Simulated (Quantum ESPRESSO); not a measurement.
The system is CoO.

```
CELL_PARAMETERS angstrom
-1.50800 1.50800 2.10725
1.50800 -1.50800 2.10725
1.50800 1.50800 -2.10725
ATOMIC_POSITIONS crystal
Co 0.00000 0.00000 0.00000
O 0.50000 0.50000 0.00000
```

```yaml
Program: Quantum ESPRESSO 7.5
Task: Wannier functions
Functional: PBEsol
Potentials_or_basis: PseudoDojo 0.4.1 SR PBEsol standard
Cutoff: 1306 eV
Density_cutoff: 5225 eV
k_mesh: 10 × 10 × 10
Occupations: fermi-dirac, width 0.05 eV
Spin: collinear spin, ferromagnetic start
Starting_moments: "[2.0, 0.0] μB"
Mixing_beta: 0.3
Most_SCF_iterations: 120
SCF_threshold: 4e-10 Ry
k_mesh_for_the_Wannier_functions: 6 × 6 × 6
```

Start: SCDM with an erfc weight, μ = 2.0 eV over the reference level, σ = 1.0 eV, one function for each orbital of the shells Co spd, O sp; the lowest 4 bands are left out. The reference level is the Fermi level, or the middle of the gap.

Problem. With SCDM with an erfc weight, how many functions result, how localised are they, and how well do they interpolate the bands?

Solution. 26 functions with spreads from 0.41 to 2.87 Å², 30.7 Å² in all; they miss the direct bands by 19 meV (root mean square).

Spin up: Wannier functions:
```
function  nearest atom  distance (Å)  spread (Å²)  on-site energy from the reference level (eV)
       1          1 Co          0.01         0.41                                         -2.92
       2          1 Co          0.02         0.45                                         -2.63
       3          1 Co          0.03         0.53                                         -2.36
       4           2 O          0.30         0.47                                         -6.14
       5           2 O          0.30         0.46                                         -6.07
       6           2 O          0.30         0.49                                         -6.09
       7           2 O          0.30         0.48                                         -6.22
       8          1 Co          0.06         0.56                                         -2.04
       9          1 Co          0.04         0.51                                         -2.30
      10          1 Co          0.88         2.74                                          8.05
      11          1 Co          1.08         2.65                                          7.22
      12          1 Co          0.88         2.80                                          8.25
      13          1 Co          1.06         2.65                                          7.25
```
Spin down: Wannier functions:
| function | nearest atom | distance (Å) | spread (Å²) | on-site energy from the reference level (eV) |
| --- | --- | --- | --- | --- |
| 1 | 1 Co | 0.01 | 0.44 | 0.34 |
| 2 | 1 Co | 0.03 | 0.49 | 0.17 |
| 3 | 1 Co | 0.03 | 0.57 | 0.38 |
| 4 | 2 O | 0.30 | 0.48 | -5.46 |
| 5 | 2 O | 0.30 | 0.47 | -5.38 |
| 6 | 2 O | 0.30 | 0.50 | -5.40 |
| 7 | 2 O | 0.30 | 0.49 | -5.55 |
| 8 | 1 Co | 0.07 | 0.61 | 0.27 |
| 9 | 1 Co | 0.05 | 0.55 | 0.04 |
| 10 | 1 Co | 0.90 | 2.75 | 8.47 |
| 11 | 1 Co | 1.10 | 2.64 | 7.64 |
| 12 | 1 Co | 0.90 | 2.87 | 8.86 |
| 13 | 1 Co | 1.08 | 2.64 | 7.60 |

Parts of the spread (Å²): spin up: invariant 9.66, diagonal 0.607, off-diagonal 4.92, total 15.18; spin down: invariant 9.80, diagonal 0.615, off-diagonal 5.06, total 15.48. Against the direct bands the interpolation misses by 19 meV (root mean square) and 110 meV at most, for states up to 1 eV over the reference level.

Caveat: a cell with one magnetic atom can't hold antiferromagnetic order, which such compounds often take; semilocal functionals often make such compounds metallic where correlation or magnetic order opens a gap, which also shifts bond lengths.
